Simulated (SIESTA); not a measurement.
The system is MnO.

```
Mn O
1.0
     0.00000    2.22200    2.22200
     2.22200    0.00000    2.22200
     2.22200    2.22200    0.00000
Mn O
1 1
Direct
  0.00000 0.00000 0.00000
  0.50000 0.50000 0.50000
```

Base run:

```yaml
Program: SIESTA 5.4.2
Functional: PBE
Potentials_or_basis: PseudoDojo 0.4 standard (PBE files)
Basis: DZP (energy shift 0.003 Ry; two zetas on semicore shells)
Grid_cutoff: 800 Ry
Energy_shift: 0.003 Ry
k_mesh: 7 × 7 × 7
Occupations: fermi-dirac, width 0.05 eV
Spin: collinear spin, ferromagnetic start
Starting_moments: "[4.0, 0.0] μB"
Hubbard_terms: Mn d U = 6 eV
```

Its results: band gap on the k mesh 0.66 eV, indirect (least direct gap 2.68 eV); pressure 13.0 GPa; net moment 5.00 μB per cell; site moments Mn +4.93; O +0.07 μB.

Problem. The run is repeated on the same cell with these changes: hubbard terms from Mn d U = 6 eV to Mn d U = 4 eV. What comes out?

Solution. Band gap on the k mesh 0.36 eV, indirect (least direct gap 2.69 eV); pressure 10.7 GPa; net moment 5.00 μB per cell; site moments Mn +4.89; O +0.11 μB.

Caveats: short orbitals over semicore shells can move pressures by several GPa; an odd mesh through Γ misses points on the zone boundary, where band edges often lie; the basis of atomic orbitals isn't converged, which shifts pressures, moduli and gaps; a cell with one magnetic atom can't hold antiferromagnetic order, which such compounds often take.

Not every run made on this cell is shown here.
